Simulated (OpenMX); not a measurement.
The system is Se.

```
Se
1.0
     4.36620    0.00000    0.00000
    -2.18310    3.78124    0.00000
     0.00000    0.00000    4.95360
Se
3
Direct
  0.77460 0.77460 0.00000
  0.00000 0.22540 0.66667
  0.22540 0.00000 0.33333
```

Base run:

```yaml
Program: OpenMX 3.8.5
Functional: PBE
Potentials_or_basis: OpenMX 2013 PBE set, Se7.0-s3p2d2, grid cutoff 300 Ry
k_mesh: 5 × 5 × 5
Occupations: fermi-dirac, width 0.05 eV
Spin: non-collinear spin, zero start, spin-orbit coupling
Starting_moments: "[[0.0, 0.0, 0.0], [0.0, 0.0, 0.0], [0.0, 0.0, 0.0]] μB"
```

Its results: band gap on the k mesh 1.15 eV, indirect (least direct gap 1.49 eV); net moment 0.00 μB per cell; largest force 1.163 eV/Å.

**Question.** The run is repeated on the same cell with these changes: spin from non-collinear spin, zero start, spin-orbit coupling to non-collinear spin, zero start. What comes out?

**Answer.** Band gap on the k mesh 1.24 eV, indirect (least direct gap 1.56 eV); net moment 0.00 μB per cell; largest force 1.149 eV/Å.

Spin-orbit coupling splits the band edges, which narrows the gap.

Caveats: the mesh misses the band edges, which the band path finds closer together; the basis of atomic orbitals isn't converged, which shifts pressures, moduli and gaps; forces of over 1 eV/Å show positions far from the minimum, so gaps and moduli don't describe the material at rest; total energies with and without spin-orbit coupling shouldn't be compared in this program (some runs).

Not every run made on this cell is shown here.
